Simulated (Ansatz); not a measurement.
# Mg (P6_3/mmc) in Ansatz: band structure with PBE

Aim: the band structure of Mg with PBE.

Everything below comes from runs of Ansatz 0.2.0. Logs are shortened: lines on timing, memory, paths and dates and some standing lists are left out, and cuts for length are marked.

**1. Starting point**

The structure is hexagonal, space group P6_3/mmc (No. 194). The conventional cell has a = 3.209 Å, b = 3.209 Å, c = 5.210 Å, α = 90.00°, β = 90.00°, γ = 120.00°. Around Mg (site symmetry -6m2) lie 12 Mg at 3.20 to 3.21 Å.

**2. Band structure, PBE**

Input file input.yaml:

```yaml
crystal:
  lattice:
    - [3.2093, 0.0, 0.0]
    - [-1.60465, 2.7793353284, 0.0]
    - [0.0, 0.0, 5.2103]
  atoms:
    - { symbol: Mg, position: [0.6666666667, 0.3333333333, 0.75] }
    - { symbol: Mg, position: [0.3333333333, 0.6666666667, 0.25] }
hamiltonian:
  xc: pbe
  pseudopotentials: { kind: paw }
kpoints:
  mp_grid: { grid: [10, 10, 5] }
  band_path:
    path:
      - [[0.0, 0.0, 0.0], [0.5, 0.0, 0.0], [0.3333333333, 0.3333333333, 0.0], [0.0, 0.0, 0.0], [0.0, 0.0, 0.5], [0.5, 0.0, 0.5], [0.3333333333, 0.3333333333, 0.5], [0.0, 0.0, 0.5]]
      - [[0.5, 0.0, 0.5], [0.5, 0.0, 0.0]]
      - [[0.3333333333, 0.3333333333, 0.0], [0.3333333333, 0.3333333333, 0.5]]
    npoints: 14
scf:
  occupations: { method: fermi_dirac, width: 0.05 }
  n_extra_bands: 6
output:
  forces: true
  stress: true
  eigenvalues: true
  fatbands: false
```

Potentials or basis: Ansatz PAW.

Run with:

```console
$ ansatz run input.yaml --threads 2 --pin off --max-ram 5632MiB --backend cpu --events-out ev --progress --plain --runs-dir out
```

The program printed:

```text
Warning: RAYON_NUM_THREADS=2 ignored (pool sized by the plan → 2); use --threads N
scf.n_extra_bands = 6 over 10 filled bands (N_el = 20.0): the run solves 16 bands
Engine: ansatz 0.2.0, aarch64-unknown-linux-gnu
Pseudopotentials: kind: paw
Pseudopotential: Mg, paw, valence charge 10, recommended cutoff 420 eV (normal), Mg.paw.azcp
Functional definition: PBE
  parameter kappa = 0.804
  parameter beta = 0.06672455060314922
  exchange = pbe_x(kappa = kappa, mu = beta*pi^2/3)
  correlation = pbe_c(beta = beta)
Crystal: 2 atoms, lattice volume = 46.474 Å³
Basis set: ecut = 420 eV, 941 PW (Γ), exchange–correlation on 48×48×72 points (8 copies of the dense FFT grid, shifted against one another)
Bands: 16, of which v1, the nominal top of the filled ones, is band 10 counted from 1 (9 counted from 0)
Symmetry: 24 space group operations
Space group: P63/mmc (ITA 194), of the structure as read, at distance tolerance 3.6e-5 Å
k-points: 42 of 500
Non-local potential: Mg, projectors of the file, l = 0: 3, l = 1: 2, l = 2: 1
PAW form: soft (Blöchl's): semilocal exchange-correlation on the pseudo side does not see the compensation charge
PAW one-centre angular grid: Mg, 110 points (default); XC on 64 Gauss nodes
Initial density: superposition of atomic densities (neutral atoms: chi_scale 0, normalization atom), corrected by the library's trained network
Initial wavefunctions: pseudopotential atomic-orbital guess
Functional: x = pbe(κ = 0.804, μ = 0.2195149727645171), c = pbe(β = 0.06672455060314922)
SCF iter   1: F=—  HF=-3847.599590 eV  |F-HF|=—  |Δ(HF+E_count)|=         —  Δρ=7.18e-4  dr2=2.58e-4  ethr=1.77e-3  ⟨swp⟩=5.5  Hψ=3413  notcnv=0  defer=7
preconditioner: auto → none  [metal: Δε(μ)=0.059 eV  Ē_g=8.325 eV  σ=0.050 eV  W_gap=0.28  n_scr=8 (ndim 8)  ℏωp=10.9 eV  f_vac=0.000  D(μ)=1.56/eV (n_scr^D=10)  sad-step TF]
SCF iter   2: F=—  HF=-3847.599259 eV  |F-HF|=—  |Δ(HF+E_count)|=   3.32e-4  Δρ=4.51e-4  dr2=9.91e-5  ethr=1.29e-6  ⟨swp⟩=2.3  Hψ=1347  notcnv=0  defer=17
SCF iter   3: F=—  HF=-3847.599302 eV  |F-HF|=—  |Δ(HF+E_count)|=   4.35e-5  Δρ=1.91e-4  dr2=9.72e-6  ethr=4.96e-7  ⟨swp⟩=2.2  Hψ=1063  notcnv=0  defer=17
SCF iter   4: F=—  HF=-3847.599296 eV  |F-HF|=—  |Δ(HF+E_count)|=   6.38e-6  Δρ=7.57e-5  dr2=1.26e-6  ethr=4.86e-8  ⟨swp⟩=2.9  Hψ=1208  notcnv=0  defer=17
iter 5 did not close the SCF: its close was put off for the readings that it lacked (scf_convergence_deferred on its scf_iter line)
SCF iter   5: F=-3847.599295 eV  HF=-3847.599295 eV  |F-HF|=5.85e-9  |Δ(HF+E_count)|=   1.14e-6  Δρ=4.60e-6  dr2=4.40e-9  ethr=6.28e-9  ⟨swp⟩=2.0  Hψ=1023  notcnv=0  defer=17
SCF iter   6: F=-3847.599295 eV  HF=-3847.599295 eV  |F-HF|=1.02e-10  |Δ(HF+E_count)|=   6.68e-9  Δρ=8.02e-7  dr2=1.23e-10  ethr=2.20e-11  ⟨swp⟩=4.4  Hψ=2413  notcnv=0
SCF 1 converged in 6 iterations: F = -3847.599295 eV  dr2 = 1.23e-10
NSCF: frozen V_eff on 129 k-points
SCF converged after 6 iterations
Free energy (F): -3847.599295 eV
Harris-Foulkes:  -3847.599295 eV  (|F-HF|=1.02e-10)
Internal energy: -3847.587376 eV  (E = F + TS)
E sigma→0 (E₀):  -3847.593335 eV
Entropy (-TS):   -0.011918 eV (-5.959 meV/atom)
Fermi energy:    5.579795 eV
--- Per-component energies (eV) ---
  E_band       = -717.078212
  E_kinetic    = 149.512989
  E_local      = -3250.408451  (includes V_loc(G=0)·N_el)
  E_nonlocal   = 191.395583
  E_hartree    = 1161.150168
  E_xc         = -56.723479
  E_vxc        = -73.169880  (∫ρ·V_xc dr)
  E_paw        = -585.122357  (= ΣΔE_a)
  E_vpaw       = -56.709207  (= ΣTr[D̂ρ^β])
  E_aug_tail   = -0.000008  (compensation charges beyond the density's cutoff)
  E_ewald      = -1457.391822
  E_smearing   = -0.011918  (= −TS)
  E_closure    = -0.000000  (closes the sum)
  Σ components = -3847.599295   (vs F -3847.599295, Δ=0.00e0)
--- Forces (eV/Å), atoms counted from 1 ---
  atom   1  Mg     0.00000000    -0.00000000     0.00000000
  atom   2  Mg     0.00000000     0.00000000     0.00000000
  max |Σ_I F_I| component: 9.25e-18 eV/Å
--- Stress (GPa, compression-positive) ---
       -0.756228       0.000000       0.000000
        0.000000      -0.756228       0.000000
        0.000000       0.000000       0.406775
  P = ⅓ Tr σ = -0.3686 GPa (-3.686 kbar)
--- Band table (eV; the first three rows and the last of 42) ---
  k-point 0: bands = ["-70.4644", "-70.4616", "-37.2328", "-37.2073", "-37.2073", "-37.2027", "-37.2027", "-37.2019", "-1.3275", "3.8952", "4.3092", "16.4098", "16.4098", "16.5076", "16.5076", "17.2952"]
  k-point 1: bands = ["-70.4641", "-70.4619", "-37.2299", "-37.2069", "-37.2069", "-37.2049", "-37.2031", "-37.2031", "-1.1045", "2.1716", "6.4178", "15.2856", "16.5839", "16.5839", "16.6573", "16.6573"]
  k-point 2: bands = ["-70.4634", "-70.4626", "-37.2222", "-37.2126", "-37.2057", "-37.2057", "-37.2043", "-37.2043", "-0.4391", "0.6584", "9.0834", "12.0846", "17.0231", "17.0231", "17.0375", "17.0375"]
  k-point 41: bands = ["-70.4611", "-70.4610", "-37.2272", "-37.2270", "-37.2209", "-37.2185", "-37.2091", "-37.2082", "4.6185", "5.5078", "6.3761", "6.6823", "7.7040", "7.8685", "14.1965", "15.8462"]
```

bands.tsv:

```text
# k_distance	band_0	band_1	band_2	band_3	band_4	band_5	band_6	band_7	band_8	band_9	band_10	band_11	band_12	band_13	band_14	band_15
[... 146 lines left out ...]
7.855959	-76.040817	-76.040817	-42.806268	-42.806268	-42.802071	-42.799095	-42.788453	-42.788453	0.023565	0.023565	0.161907	1.261917	1.754732	1.754732	9.409918	9.721935
7.899028	-76.040817	-76.040817	-42.806521	-42.806521	-42.801585	-42.799581	-42.788201	-42.788201	0.101715	0.101715	0.312445	1.045795	1.614603	1.614603	9.929991	10.168953
7.942096	-76.040817	-76.040817	-42.806675	-42.806675	-42.801088	-42.800079	-42.788048	-42.788048	0.157142	0.157142	0.476098	0.842777	1.521881	1.521881	10.462707	10.571421
7.985165	-76.040817	-76.040817	-42.806726	-42.806726	-42.800583	-42.800583	-42.787997	-42.787997	0.177511	0.177511	0.652877	0.652877	1.489064	1.489064	10.774915	10.774915
```

It took 1.8 s on 2 threads of Arm Neoverse V1, shared host; peak memory 0.28 GiB.

What came out:

* Free energy: -3847.5993 eV
* Pressure: -0.4 GPa
* Band gap on the k mesh: none (metal or under the smearing width)

Levels at the corners of the path, in eV from the Fermi level:
| point | band 6 | band 7 | band 8 | band 9 | band 10 | band 11 | band 12 | band 13 | band 14 | band 15 |
| --- | --- | --- | --- | --- | --- | --- | --- | --- | --- | --- |
| Γ | -42.78 | -42.78 | -42.78 | -6.91 | -1.68 | -1.27 | 10.83 | 10.83 | 10.93 | 10.93 |
| M | -42.79 | -42.79 | -42.79 | -2.15 | -2.14 | 2.62 | 2.99 | 3.22 | 3.63 | 6.79 |
| K | -42.80 | -42.79 | -42.79 | -0.63 | -0.62 | -0.62 | 4.08 | 4.08 | 4.26 | 4.80 |
| Γ | -42.78 | -42.78 | -42.78 | -6.91 | -1.68 | -1.27 | 10.83 | 10.83 | 10.93 | 10.93 |
| A | -42.78 | -42.78 | -42.78 | -5.52 | -5.52 | 4.97 | 4.97 | 11.57 | 11.57 | 11.57 |
| L | -42.79 | -42.79 | -42.79 | -1.11 | -1.11 | -0.47 | -0.47 | 7.95 | 7.95 | 7.95 |
| H | -42.80 | -42.79 | -42.79 | 0.18 | 0.18 | 0.65 | 0.65 | 1.49 | 1.49 | 10.77 |
| A | -42.78 | -42.78 | -42.78 | -5.52 | -5.52 | 4.97 | 4.97 | 11.57 | 11.57 | 11.57 |
| L | -42.79 | -42.79 | -42.79 | -1.11 | -1.11 | -0.47 | -0.47 | 7.95 | 7.95 | 7.95 |
| M | -42.79 | -42.79 | -42.79 | -2.15 | -2.14 | 2.62 | 2.99 | 3.22 | 3.63 | 6.79 |
| K | -42.80 | -42.79 | -42.79 | -0.63 | -0.62 | -0.62 | 4.08 | 4.08 | 4.26 | 4.80 |
| H | -42.80 | -42.79 | -42.79 | 0.18 | 0.18 | 0.65 | 0.65 | 1.49 | 1.49 | 10.77 |
